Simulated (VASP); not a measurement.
VASP 6.6.1 run: InSb

INCAR

```
LREAL = .FALSE.
LASPH = .TRUE.
NBANDS = 16
NSW = 0
ISMEAR = -4
ISIF = 2
SIGMA = 0.05
EDIFF = 1E-7
NELM = 55
LCHARG = .FALSE.
LWAVE = .FALSE.
PREC = Accurate
GGA = PE
IBRION = -1
ENCUT = 520
```

KPOINTS

```
KPOINTS created by Atomic Simulation Environment
0
Gamma
6 6 6
0 0 0
```

POSCAR

```
In Sb
 1.0000000000000000
     0.0000000000000000    3.2467178874000000    3.3113180160000000
     3.2467178874000000    0.0000000000000000    3.3113180160000000
     3.2467178874000000    3.2467178874000000    0.0000000000000000
 In  Sb
   1   1
Cartesian
  0.0000000000000000  0.0000000000000000  0.0000000000000000
  1.6233589437000004  1.6233589437000004  1.6556590080000000
```

The recommended PBE PAW datasets give the neutral cell 18 valence electrons.

Command

```
mpirun -np 1 vasp_std
```

Question: Predict the outcome of this run.

Answer: It converged. Results: gap between bands v and c on the k mesh 0.00 eV; least direct gap on the k mesh 0.00 eV; pressure 1.9 GPa. Band v is the last that the valence electrons fill when counted band by band, and c is the next.

OSZICAR

```
N       E                     dE             d eps       ncg     rms          rms(c)
DAV:   1     0.112694882280E+03    0.11269E+03   -0.78335E+03   960   0.111E+03
DAV:   2     0.171245602833E+00   -0.11252E+03   -0.10919E+03  1096   0.282E+02
DAV:   3    -0.681664513239E+01   -0.69879E+01   -0.69669E+01  1200   0.718E+01
DAV:   4    -0.700928063831E+01   -0.19264E+00   -0.19257E+00  1280   0.137E+01
DAV:   5    -0.701960939818E+01   -0.10329E-01   -0.10329E-01  1480   0.259E+00    0.401E+00
DAV:   6    -0.692260877891E+01    0.97001E-01   -0.15374E-01  1408   0.589E+00    0.234E+00
DAV:   7    -0.690985845347E+01    0.12750E-01   -0.68495E-02  1256   0.236E+00    0.614E-01
DAV:   8    -0.691100440615E+01   -0.11460E-02   -0.76559E-03  1280   0.990E-01    0.255E-01
DAV:   9    -0.691169923949E+01   -0.69483E-03   -0.98180E-04  1168   0.263E-01    0.798E-02
DAV:  10    -0.691174975690E+01   -0.50517E-04   -0.52743E-05  1320   0.480E-02    0.409E-02
DAV:  11    -0.691179503762E+01   -0.45281E-04   -0.83550E-05  1104   0.579E-02    0.271E-02
DAV:  12    -0.691179651326E+01   -0.14756E-05   -0.15418E-06  1256   0.783E-03    0.734E-03
DAV:  13    -0.691179708245E+01   -0.56920E-06   -0.15167E-06  1168   0.800E-03    0.443E-03
DAV:  14    -0.691179682556E+01    0.25689E-06   -0.62627E-08  1056   0.146E-03    0.126E-03
DAV:  15    -0.691179684080E+01   -0.15240E-07   -0.19048E-08   864   0.103E-03
   1 F= -.69117968E+01 E0= -.69117968E+01  d E =0.000000E+00
```

Standard output (part)

```
POSCAR found type information on POSCAR InSb
 POSCAR found :  2 types and       2 ions
 LDA part: xc-table for (Slater+PW92), standard interpolation
 POSCAR, INCAR and KPOINTS ok, starting setup
 WAVECAR not read
 entering main loop
```

For comparison, a separate PBE run of the intended cell, on usual settings and not on those above, gives a gap of 0.00 eV on its mesh and a pressure of 1.9 GPa.
